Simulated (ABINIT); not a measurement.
Here is an ABINIT 10.8.3 (patched build) calculation.

The input run.abi:

```
# Datasets
ndtset 3

# Pseudopotentials
pp_dirpath "./"
pseudos "Ca.upf"

# Structure
acell 3*1.0 Angstrom
rprim
     0.0000000000     2.7225869800     2.7225869800
     2.7225869800     0.0000000000     2.7225869800
     2.7225869800     2.7225869800     0.0000000000
ntypat 1
znucl 20
natom 1
typat 1
chkprim 0
chksymtnons 0
tolsym 1.0e-6
xred
            0.0            0.0            0.0

# Plane-wave basis
ecut 34.0
ecutsm 0.5

# k points
ngkpt 8 8 8
nshiftk 1
shiftk 0.0 0.0 0.0

# Exchange and correlation
ixc -116133

# Bands and occupations
nband 13
occopt 7
tsmear 0.2 eV

# SCF cycle
nstep 80

# Output
prteig 0
prtebands 0
prtwf 0
prtden 0
prtpot 0

# Dataset 1: ground state
kptopt1 1
tolvrs1 1.0e-15
prtwf1 1
tolwfr1 1.0e-14
nbdbuf1 4
nline1 6

# Dataset 2: atomic displacements at q = 0.375 0.375 0.75
rfphon2 1
rfatpol2 1 1
rfdir2 1 1 1
getwfk2 1
kptopt2 3
nqpt2 1
qpt2 3/8 3/8 3/4
tolvrs2 1.0e-9

# Dataset 3: atomic displacements at q = 0.5 0.25 0.75
rfphon3 1
rfatpol3 1 1
rfdir3 1 1 1
getwfk3 1
kptopt3 3
nqpt3 1
qpt3 1/2 1/4 3/4
tolvrs3 1.0e-9
```

Potentials or basis: PseudoDojo NC SR PBEsol v0.4.1 standard.

The run is started by

```sh
$ abinit run.abi > log 2>&1
```

Predict the highest phonon frequency.

161 cm⁻¹.

Estimate the band gap on the k mesh.

none (metal or under the smearing width).

Estimate the pressure.

0.1 GPa.

Phonon frequencies in cm⁻¹ (negative: imaginary):
```tsv
q point	frequencies
(0.375, 0.375, 0.750)	115 139 161
(0.500, 0.250, 0.750)	111 154 154
```
